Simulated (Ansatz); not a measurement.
Crystal: MnAs.

```
As Mn
1.0
     3.71000    0.00000    0.00000
    -1.85500    3.21295    0.00000
     0.00000    0.00000    5.69100
As Mn
2 2
Direct
  0.66667 0.33333 0.75000
  0.33333 0.66667 0.25000
  0.00000 0.00000 0.50000
  0.00000 0.00000 0.00000
```

| Property | Result |
| --- | --- |
| Program | Ansatz 0.2.0 |
| Task | relaxation of cell and atoms |
| Functional | PBEsol |
| Potentials or basis | Ansatz PAW |
| Cutoff | 420 eV (not typed: the program's choice for these potentials) |
| k mesh | 8 × 8 × 5 |
| Occupations | fermi-dirac, width 0.05 eV |
| Spin | collinear spin, ferromagnetic start |
| Starting moments | [0.0, 0.0, 4.0, 4.0] μB |

At the start: volume 16.96 Å³/atom.

Question: Where does the relaxation end?

Answer: It ends after 6 steps and the volume is 14.73 Å³/atom (-13.2 %); space group P6_3/mmc (No. 194, to 0.05 Å); moment 4.84 μB per cell.

Step by step:
| step | energy change (eV) | largest force (eV/Å) | volume (Å³) |
| --- | --- | --- | --- |
| 1 | 0.0000 | 0.0000 | 67.84 |
| 2 | -0.2495 | 0.0000 | 62.37 |
| 3 | -0.2790 | 0.0000 | 56.75 |
| 4 | -0.3043 | 0.0000 | 58.80 |
| 5 | -0.3044 | 0.0000 | 58.90 |
| 6 | -0.3027 | 0.0000 | 58.90 |

Final structure:
```xyz
4
Lattice="3.5677 0.0000 0.0000 -1.7838 3.0897 0.0000 0.0000 0.0000 5.3439" Properties=species:S:1:pos:R:3 pbc="T T T"
As    1.7838    1.0299    4.0079
As    0.0000    2.0598    1.3360
Mn    0.0000    0.0000    2.6719
Mn    0.0000    0.0000    0.0000
```

Caveat: the plane-wave basis is chosen anew once the cell has moved, so the energies of steps on either side of that aren't comparable; the volume moved by -13 % from the deposited cell, more than functionals usually miss; only a ferromagnetic start was run, and an antiferromagnetic order may lie lower in energy; the PAW data sets come from PBE, with cores solved anew for the run's functional, which leaves a small shift of forces and pressure.
